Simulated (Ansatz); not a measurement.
Cu Kα1 powder pattern (kinematic, no thermal factors).
```csv
2θ (°),relative intensity
26.39,23
27.64,27
29.86,100
38.59,16
46.58,18
50.28,21
54.33,3
55.02,20
56.31,14
57.08,3
62.03,3
63.94,3
70.95,6
74.30,2
76.00,10
76.65,7
79.49,5
81.00,3
82.72,1
86.44,2
89.21,7
```

The pattern is computed from a structure relaxed with Ansatz 0.2.0, DFT PBE, scalar-relativistic, plane waves, PAW. No spin polarisation. Its elements are Ca.

**Question.** Give the structure.

**Answer.** Ca.
Space group P6_3/mmc (No. 194). a = 3.897 Å, b = 3.897 Å, c = 6.449 Å, α = 90.00°, β = 90.00°, γ = 120.00°
```json
{"atom": "Ca", "site": "2d", "symmetry": "-6m2", "x": "0.3333", "y": "0.6667", "z": "0.7500"}
```

A pattern alone doesn't exclude other cells with like lines; this is the one computed.

The cell was reached from a generator's guess, though it ends in a space group that the Crystallography Open Database lists for this formula.
